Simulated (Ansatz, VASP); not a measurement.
## Ag: VASP beside Ansatz

Contents of INCAR:

```
SYSTEM = Ag
PREC = Accurate
ENCUT = 520
EDIFF = 1E-6
ISMEAR = -1
SIGMA = 0.01
LREAL = .FALSE.
LASPH = .TRUE.
NELM = 150
ALGO = Normal
ISIF = 2
LWAVE = .FALSE.
LCHARG = .TRUE.
LNONCOLLINEAR = .TRUE.
MAGMOM = 0 0 0
LORBIT = 11
LSORBIT = .TRUE.
GGA_COMPAT = .FALSE.
LORBMOM = .TRUE.
LMAXMIX = 4
GGA = RE
IVDW = 12
LVHAR = .TRUE.
NBANDS = 22
```

File KPOINTS:

```
Automatic mesh
0
G
  8 8 8
  0 0 0
```

POSCAR

```
Ag
1.0
    0.0000000000      2.0151418859      2.0151418859
    2.0151418859      0.0000000000      2.0151418859
    2.0151418859      2.0151418859      0.0000000000
Ag
1
Direct
    0.0000000000      0.0000000000      0.0000000000
```

input.yaml

```yaml
crystal:
  lattice:
    - [0.0, 2.0151418859, 2.0151418859]
    - [2.0151418859, 0.0, 2.0151418859]
    - [2.0151418859, 2.0151418859, 0.0]
  atoms:
    - { symbol: Ag, position: [0.0, 0.0, 0.0] }
kpoints:
  mp_grid: { grid: [8, 8, 8] }
scf:
  occupations: { method: fermi_dirac, width: 0.01 }
hamiltonian:
  xc: revpbe
  dispersion: d3bj
  pseudopotentials: { kind: all_electron, lapw: { basis_error: 0.0005 } }
magnetization:
  noncollinear: true
  spin_orbit: true
output:
  forces: true
  stress: true
  eigenvalues: true
```

Change from the starting cell: volume scaled by 0.96.

Alike in both runs: task single point; functional revPBE; dispersion D3(BJ); k mesh 8 × 8 × 8; occupations fermi-dirac, width 0.01 eV; non-collinear spin, spin-orbit coupling.

|  | VASP | Ansatz |
| --- | --- | --- |
| version | VASP 6.6.1 | Ansatz 0.2.0 |
| potentials or method | VASP PAW PBE potentials, release 64 (Ag) | all-electron LAPW, relativistic spinors |
| plane-wave cutoff (eV) | 520 | see its input |

VASP gave:

| Item | Value |
| --- | --- |
| gap on the k mesh at the Fermi level (eV) | none |
| pressure (GPa) | 1.6 |
| net moment per atom (μB) | 0.00 |
| dispersion energy (meV/atom) | -1175.2 |

Task: Which values does Ansatz return?

Result: gap on the k mesh at the Fermi level (eV): none; pressure (GPa): 1.7; net moment per atom (μB): 0.00; dispersion energy (meV/atom): -1175.4.

A gap of «none» marks a metal or a gap that the smearing closes. Ansatz ran all-electron here, so the differences hold the error of VASP's frozen core and of both bases.

Caveats: the PAW data sets were made with another functional, which shifts forces and pressure a little (VASP); the k mesh is thin for a metal, which can move the energy by tens of meV per atom (Ansatz); pairwise dispersion overbinds metals, which lowers pressure and volume (Ansatz).
